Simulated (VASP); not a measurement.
# SnSe (Fm-3m) in VASP: a series of runs

Aim: see how the results for SnSe move with the level of theory and the settings. Levels: PBE+D3(BJ), LAK, LDA. Tasks: relaxation of cell and atoms, single point.

Program: VASP 6.6.1. These are calculated values, not measurements. Logs are shortened: lines on timing, memory, paths and dates and some standing lists are left out, and cuts for length are marked.

## 1. The crystal as given

The structure is cubic, space group Fm-3m (No. 225). The conventional cell has a = 6.020 Å, b = 6.020 Å, c = 6.020 Å, α = 90.00°, β = 90.00°, γ = 90.00°. Sn (site symmetry m-3m) is surrounded by 6 Se at 3.01 Å. Se (site symmetry m-3m) has 6 Sn at 3.01 Å as nearest neighbours.

Measurements of this composition are mostly on another form, of space group No. 62.

## 2. Relaxation of cell and atoms, PBE+D3(BJ), spin-orbit coupling, no magnetisation

File run.py:

```python
from ase import Atoms
from ase.calculators.vasp import Vasp
from ase.filters import UnitCellFilter
from ase.optimize import BFGS

atoms = Atoms(
    ['Sn', 'Se'],
    cell=[[0.0, 3.01, 3.01], [3.01, 0.0, 3.01], [3.01, 3.01, 0.0]],
    scaled_positions=[[0.0, 0.0, 0.0], [0.5, 0.5, 0.5]],
    pbc=True,
)
calc = Vasp(
    directory='calc',
    xc='pbe',
    pp='PBE',
    setups='recommended',
    prec='Accurate',
    encut=600,
    ediff=1e-06,
    ismear=-1,
    sigma=0.02,
    lreal=False,
    lasph=True,
    nelm=80,
    algo='Fast',
    isif=2,
    lwave=False,
    lcharg=False,
    lorbit=11,
    lsorbit=True,
    gga_compat=False,
    ivdw=12,
    lmaxmix=6,
    kpts=[3, 3, 3],
    gamma=True,
    nbands=22,
)
atoms.calc = calc
opt = BFGS(UnitCellFilter(atoms), trajectory='relax.traj')
converged = opt.run(fmax=0.005, steps=40)
print('converged:', converged)

print('energy (eV):', atoms.get_potential_energy())
print('free energy (eV):', atoms.get_potential_energy(force_consistent=True))
print('forces (eV/A):')
print(atoms.get_forces())
print('stress (eV/A^3, Voigt):', atoms.get_stress())
print('Fermi level (eV):', calc.get_fermi_level())
print('cell (A, degrees):', atoms.cell.cellpar())
print('volume (A^3):', atoms.get_volume())
print('scaled positions:')
print(atoms.get_scaled_positions())
```

Potentials or basis: VASP PAW PBE potentials, release 64 (Sn_d, Se).

Command:

```sh
$ python run.py
```

The program printed:

```text
Step     Time          Energy          fmax
BFGS:    0 --:--:--       -9.202312        0.469971
BFGS:    1 --:--:--       -9.210946        0.391027
BFGS:    2 --:--:--       -9.228443        0.047445
BFGS:    3 --:--:--       -9.228714        0.004371
converged: True
energy (eV): -9.22871361
free energy (eV): -9.22871361
forces (eV/A):
[[ 0. -0. -0.]
 [-0.  0.  0.]]
stress (eV/A^3, Voigt): [1.66265652e-04 1.66265652e-04 1.66265652e-04 4.16246244e-07
 4.26469836e-07 4.16246244e-07]
Fermi level (eV): 6.20057537
cell (A, degrees): [ 4.17937194  4.1793721   4.17937194 59.99999982 59.99999853 59.99999982]
volume (A^3): 51.62000952430918
scaled positions:
[[0.  0.  0. ]
 [0.5 0.5 0.5]]
```

OUTCAR:

```text
ENCUT = 600.000000
   EDIFF = 1.00e-06
   GGA = PE
   PREC = Accurate
   ISIF = 2
   ISMEAR = -1
   LORBIT = 11
   NELM = 80
   IVDW = 12
   LASPH = .TRUE.
   LSORBIT = .TRUE.
   LREAL = .FALSE.
 IVDW          = 12

 ion  position               nearest neighbor table
   1  0.000  0.000  0.000-   2 2.96   2 2.96   2 2.96   2 2.96   2 2.96   2 2.96
   2  0.500  0.500  0.500-   1 2.96   1 2.96   1 2.96   1 2.96   1 2.96   1 2.96

  LATTYP: Found a face centered cubic cell.
 ALAT       =     5.9105247073

  Lattice vectors:

 A1 = (   0.0000000655,   2.9552622390,   2.9552622390)
 A2 = (   2.9552623537,  -0.0000000491,   2.9552623537)
 A3 = (   2.9552622390,   2.9552622390,   0.0000000655)

Analysis of symmetry for initial positions (statically):
=====================================================================
 Subroutine PRICEL returns:
 Original cell was already a primitive cell.

 Routine SETGRP: Setting up the symmetry group for a
 face centered cubic supercell.

 Subroutine GETGRP returns: Found 48 space group operations
 (whereof 48 operations were pure point group operations)
 out of a pool of 48 trial point group operations.

The static configuration has the point symmetry O_h .

Analysis of symmetry for dynamics (positions and initial velocities):
=====================================================================
 Subroutine PRICEL returns:
 Original cell was already a primitive cell.

 Routine SETGRP: Setting up the symmetry group for a
 face centered cubic supercell.

 Subroutine GETGRP returns: Found 48 space group operations
 (whereof 48 operations were pure point group operations)
 out of a pool of 48 trial point group operations.

The dynamic configuration has the point symmetry O_h .

Analysis of structural, dynamic, and magnetic symmetry:
=====================================================================
 Subroutine PRICEL returns:
 Original cell was already a primitive cell.

 Routine SETGRP: Setting up the symmetry group for a
 face centered cubic supercell.

 Subroutine GETGRP returns: Found  6 space group operations
 (whereof  6 operations were pure point group operations)
 out of a pool of 48 trial point group operations.

The overall configuration has the point symmetry S_6 .

 Subroutine INISYM returns: Found  6 space group operations
 (whereof  6 operations are pure point group operations),
 and found     1 'primitive' translations

----------------------------------------------------------------------------------------

                                     Primitive cell

  volume of cell :      51.6200

  direct lattice vectors                    reciprocal lattice vectors
     0.000000065  2.955262239  2.955262239    -0.169189725  0.169189722  0.169189728
     2.955262354 -0.000000049  2.955262354     0.169189715 -0.169189719  0.169189715
     2.955262239  2.955262239  0.000000065     0.169189728  0.169189722 -0.169189725

  length of vectors
     4.179371939  4.179372101  4.179371939     0.293045200  0.293045185  0.293045200

  position of ions in fractional coordinates (direct lattice)
     0.000000000  0.000000000  0.000000000
     0.500000000  0.500000000  0.500000000

  ion indices of the primitive-cell ions
   primitive index   ion index
                 1           1
                 2           2

----------------------------------------------------------------------------------------

 KPOINTS: KPOINTS created by Atomic Simulation Env

Automatic generation of k-mesh.
 Grid dimensions read from file:
 generate k-points for:    3    3    3

[... 67 lines left out ...]
  Thomas-Fermi vector in A             =   2.329485
   LORBIT       =     11    0 simple, 1 ext, 2 COOP (PROOUT), +10 PAW based schemes
   GGA     = PE    functional components
   LHFCALC =     F    Hartree Fock is set to
   AEXX    =    0.0000 exact exchange contribution
   IVDW    =    12    specifies the selected vdW correction
   LEPSILON=     F    determine dielectric tensor
   LRPA    =     F    only Hartree local field effects (RPA)
 RMM-DIIS sequential band-by-band and
  energy-cutoff  :      600.00
  volume of cell :       51.62
 maximum number of plane-waves:      3518
 NGX is ok and might be reduce to    36
   NGX = 17   NGY = 17   NGZ = 17

 number of electron      20.0000000 magnetization      -0.0000267     -0.0000267     -0.0000267

 number of electron      20.0000000 magnetization       0.0000252      0.0000252      0.0000252

 Free energy of the ion-electron system (eV)
  ---------------------------------------------------
  ext. energy  EPLUGINS =         0.00000000
  ---------------------------------------------------
  free energy    TOTEN  =        -8.48097698 eV

  energy without entropy =       -8.48097698  energy(sigma->0) =       -8.48097698

 E-fermi :   6.2006     XC(G=0):  -9.8870

 val. band max:        5.6604408469   @ k =   0.3333  -0.0000  -0.0000
 cond. band min:       7.5758891720   @ k =   0.3333  -0.0000  -0.0000
 fundamental gap:      1.9154483251
 Fermi energy:         6.2005753743

 k-point     1 :       0.0000    0.0000    0.0000
  band No.  band energies     occupation
      1     -16.0935      1.00000
      2     -16.0935      1.00000
      3     -16.0935      1.00000
      4     -16.0935      1.00000
      5     -15.0587      1.00000
      6     -15.0587      1.00000
[... 139 lines left out ...]
     21       8.8285      0.00000
     22       8.9808      0.00000

------------------------ aborting loop because EDIFF is reached ----------------------------------------

 Edisp (eV)   -0.74774

 E8    (eV) :    -0.3369

  FORCE on cell =-STRESS in cart. coord.  units (eV):
  Direction    XX          YY          ZZ          XY          YZ          ZX
  --------------------------------------------------------------------------------------
  -------------------------------------------------------------------------------------
  Total      -0.00858    -0.00858    -0.00858    -0.00002    -0.00002    -0.00002
  in kB      -0.26639    -0.26639    -0.26639    -0.00068    -0.00068    -0.00068
  external pressure =       -0.27 kB  Pullay stress =        0.00 kB

 VOLUME and BASIS-vectors are now :
 -----------------------------------------------------------------------------
  energy-cutoff  :      600.00
  volume of cell :       51.62
      direct lattice vectors                 reciprocal lattice vectors
     0.000000065  2.955262239  2.955262239    -0.169189725  0.169189722  0.169189728
     2.955262354 -0.000000049  2.955262354     0.169189715 -0.169189719  0.169189715
     2.955262239  2.955262239  0.000000065     0.169189728  0.169189722 -0.169189725

 POSITION                                       TOTAL-FORCE (eV/Angst)
 -----------------------------------------------------------------------------------
      0.00000      0.00000      0.00000         0.000000     -0.000000     -0.000000
      2.95526      2.95526      2.95526        -0.000000      0.000000      0.000000
 -----------------------------------------------------------------------------------
    total drift:                               -0.000000      0.000000      0.000000

  FREE ENERGIE OF THE ION-ELECTRON SYSTEM (eV)
  ---------------------------------------------------
  free  energy   TOTEN  =        -9.2287136078 eV

  energy  without entropy=       -9.2287136078  energy(sigma->0) =       -9.22871361

 Spin-Orbit-Coupling matrix elements

 Ion:    1  E_soc:     -0.0872481
 l=   1
     0.0000000    -0.0083865    -0.0083865
    -0.0083865     0.0000000    -0.0083865
    -0.0083865    -0.0083865     0.0000000
 l=   2
     0.0000000    -0.0012199     0.0000000    -0.0012199    -0.0049350
    -0.0012199     0.0000000    -0.0037012    -0.0012199    -0.0012337
     0.0000000    -0.0037012     0.0000000    -0.0037012     0.0000000
    -0.0012199    -0.0012199    -0.0037012     0.0000000    -0.0012337
    -0.0049350    -0.0012337     0.0000000    -0.0012337     0.0000000
 l=   3
     0.0000000     0.0000000     0.0000000     0.0000000     0.0000000     0.0000000     0.0000000
     0.0000000     0.0000000     0.0000000     0.0000000     0.0000000     0.0000000     0.0000000
     0.0000000     0.0000000     0.0000000     0.0000000     0.0000000     0.0000000     0.0000000
     0.0000000     0.0000000     0.0000000     0.0000000     0.0000000     0.0000000     0.0000000
     0.0000000     0.0000000     0.0000000     0.0000000     0.0000000     0.0000000     0.0000000
     0.0000000     0.0000000     0.0000000     0.0000000     0.0000000     0.0000000     0.0000000
     0.0000000     0.0000000     0.0000000     0.0000000     0.0000000     0.0000000     0.0000000

 Ion:    2  E_soc:     -0.0355883
 l=   1
     0.0000000    -0.0059383    -0.0059383
    -0.0059383     0.0000000    -0.0059383
    -0.0059383    -0.0059383     0.0000000
 l=   2
     0.0000000    -0.0000022     0.0000000    -0.0000022     0.0000091
    -0.0000022     0.0000000     0.0000068    -0.0000022     0.0000023
     0.0000000     0.0000068     0.0000000     0.0000068     0.0000000
    -0.0000022    -0.0000022     0.0000068     0.0000000     0.0000023
     0.0000091     0.0000023     0.0000000     0.0000023     0.0000000
 l=   3
     0.0000000     0.0000000     0.0000000     0.0000000     0.0000000     0.0000000     0.0000000
     0.0000000     0.0000000     0.0000000     0.0000000     0.0000000     0.0000000     0.0000000
     0.0000000     0.0000000     0.0000000     0.0000000     0.0000000     0.0000000     0.0000000
     0.0000000     0.0000000     0.0000000     0.0000000     0.0000000     0.0000000     0.0000000
     0.0000000     0.0000000     0.0000000     0.0000000     0.0000000     0.0000000     0.0000000
     0.0000000     0.0000000     0.0000000     0.0000000     0.0000000     0.0000000     0.0000000
     0.0000000     0.0000000     0.0000000     0.0000000     0.0000000     0.0000000     0.0000000

 total charge

# of ion       s       p       d       tot
------------------------------------------
    1        1.332   0.745   9.996  12.074
    2        1.512   2.261   0.031   3.804
--------------------------------------------------
tot          2.844   3.007  10.027  15.878

 magnetization (x)

# of ion       s       p       d       tot
------------------------------------------
    1        0.000  -0.000   0.000  -0.000
    2       -0.000   0.000  -0.000   0.000
--------------------------------------------------
tot          0.000   0.000  -0.000   0.000

 magnetization (y)

# of ion       s       p       d       tot
------------------------------------------
    1        0.000  -0.000   0.000  -0.000
    2       -0.000   0.000  -0.000   0.000
--------------------------------------------------
tot          0.000   0.000  -0.000   0.000

 magnetization (z)

# of ion       s       p       d       tot
------------------------------------------
    1        0.000  -0.000   0.000  -0.000
    2       -0.000   0.000  -0.000   0.000
--------------------------------------------------
tot          0.000   0.000  -0.000   0.000
```

INCAR:

```text
ENCUT = 600.000000
SIGMA = 0.020000
EDIFF = 1.00e-06
ALGO = Fast
GGA = PE
PREC = Accurate
ISIF = 2
ISMEAR = -1
LMAXMIX = 6
LORBIT = 11
NBANDS = 22
NELM = 80
IVDW = 12
LASPH = .TRUE.
LCHARG = .FALSE.
LWAVE = .FALSE.
LSORBIT = .TRUE.
GGA_COMPAT = .FALSE.
LREAL = .FALSE.
```

Wall time 3.8 min (1 thread of Intel Xeon Platinum 8488C (Sapphire Rapids), shared host); peak memory 0.38 GiB.

These settings aren't checked as converged (typed here: k = 3 × 3 × 3; LMAXMIX = 6; NBANDS = 22): the numbers below hold their error.

What came out:

```yaml
Free_energy: -9.2287 eV
Relaxed_volume: 25.81 Å³/atom
Relaxed_cell: a = 4.179 Å, b = 4.179 Å, c = 4.179 Å, α = 60.00°, β = 60.00°, γ = 60.00°
Space_group_after_relaxing_to_0.05_Å: Fm-3m (No. 225)
Energy_gained_by_relaxing: 13.2 meV/atom
Ionic_steps: 4
Pressure_after_relaxing: 0.0 GPa
Valence_electrons_inside_the_program's_atomic_spheres: Sn 12.07; Se 3.80
Dispersion_energy_per_atom: -0.374 eV
```

Caveat: the k mesh is coarse (spacing up to 0.60 Å⁻¹), so the values aren't converged; this odd mesh misses L, where the gap lies, so gap, dielectric constants and Born charges aren't listed.

(Continued in part 2 of 2.)
